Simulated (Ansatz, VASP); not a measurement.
**TaN in VASP and in Ansatz**

File INCAR:

```
PREC     = Accurate       # precision mode
ENCUT    = 600            # plane-wave cutoff, eV
EDIFF    = 1E-7           # SCF threshold, eV
ISMEAR   = -1             # smearing method
SIGMA    = 0.05           # smearing width, eV
LREAL    = False          # projectors in reciprocal space
LASPH    = True           # aspherical terms in the spheres
NELM     = 100            # most SCF steps
ALGO     = Normal         # electronic algorithm
ISIF     = 3              # what is computed and relaxed
LWAVE    = False          # write WAVECAR
LCHARG   = False          # write CHGCAR
GGA      = RP             # functional
IVDW     = 13             # dispersion correction
IBRION   = 2              # ionic algorithm
NSW      = 40             # ionic steps
EDIFFG   = -0.02          # ionic threshold
```

The input KPOINTS:

```
regular mesh
0
Gamma
  10 10 5
```

Contents of POSCAR:

```
TaN
1.0
    2.9217699809      0.0000000000      0.0000000000
   -1.4608849905      2.5303270275      0.0000000000
    0.0000000000      0.0000000000      5.9165150000
Ta N
2 2
Direct
    0.0000000000      0.0000000000      0.5000000000
    0.0000000000      0.0000000000      0.0000000000
    0.3333333333      0.6666666667      0.2500000000
    0.6666666667      0.3333333333      0.7500000000
```

Contents of input.yaml:

```yaml
crystal:
  lattice:
    - [2.9217699809, 0.0, 0.0]
    - [-1.4608849905, 2.5303270275, 0.0]
    - [0.0, 0.0, 5.916515]
  atoms:
    - { symbol: Ta, position: [0.0, 0.0, 0.5] }
    - { symbol: Ta, position: [0.0, 0.0, 0.0] }
    - { symbol: "N", position: [0.3333333333, 0.6666666667, 0.25] }
    - { symbol: "N", position: [0.6666666667, 0.3333333333, 0.75] }
hamiltonian:
  xc: rpbe
  pseudopotentials: { kind: paw }
  dispersion: d4
kpoints:
  mp_grid: { grid: [10, 10, 5] }
scf:
  occupations: { method: fermi_dirac, width: 0.05 }
output:
  forces: true
  stress: true
  eigenvalues: true
relax:
  f_tol: 0.01
  max_steps: 40
  cell: { stress_tol: 0.05 }
```

The cell comes from a database or a generator and needn't be the stable form of this composition.

Alike in both runs: task relaxation of cell and atoms; functional RPBE; dispersion D4; k mesh 10 × 10 × 5; occupations fermi-dirac, width 0.05 eV; no spin polarisation.

```csv
,VASP,Ansatz
version,VASP 6.6.1,Ansatz 0.2.0
potentials or method,"VASP PAW PBE potentials, release 64 (Ta_pv, N)",Ansatz PAW
plane-wave cutoff (eV),600,420
valence electrons in the cell,32,36
```

Ansatz gave:

```
gap on the k mesh at the Fermi level, each at its own relaxed structure (eV) : none
relaxed volume (Å³/atom)                                                     : 10.72
relaxed cell length with the largest relative difference (Å)                 : 2.900
energy change over the relaxation (meV/atom)                                 : -4
```

Problem. What did VASP give for the same quantities?

Solution. gap on the k mesh at the Fermi level, each at its own relaxed structure (eV): none; relaxed volume (Å³/atom): 10.74; relaxed cell length with the largest relative difference (Å): 2.901; energy change over the relaxation (meV/atom): -4.

A gap of «none» marks a metal or a gap that the smearing closes. The two sets of potentials don't hold the same shells in valence.

Caveats: pairwise dispersion overbinds metals, which lowers pressure and volume; the PAW data sets were made with another functional, which shifts forces and pressure a little (VASP); the plane-wave basis is chosen anew once the cell has moved, so the energies of steps on either side of that aren't comparable (Ansatz); the pressure holds a Pulay correction of +0.4 GPa for the finite cutoff (Ansatz); the PAW data sets come from PBE, with cores solved anew for the run's functional, which leaves a small shift of forces and pressure (Ansatz). The runs have no spin-orbit coupling, so splittings on Ta are missing.
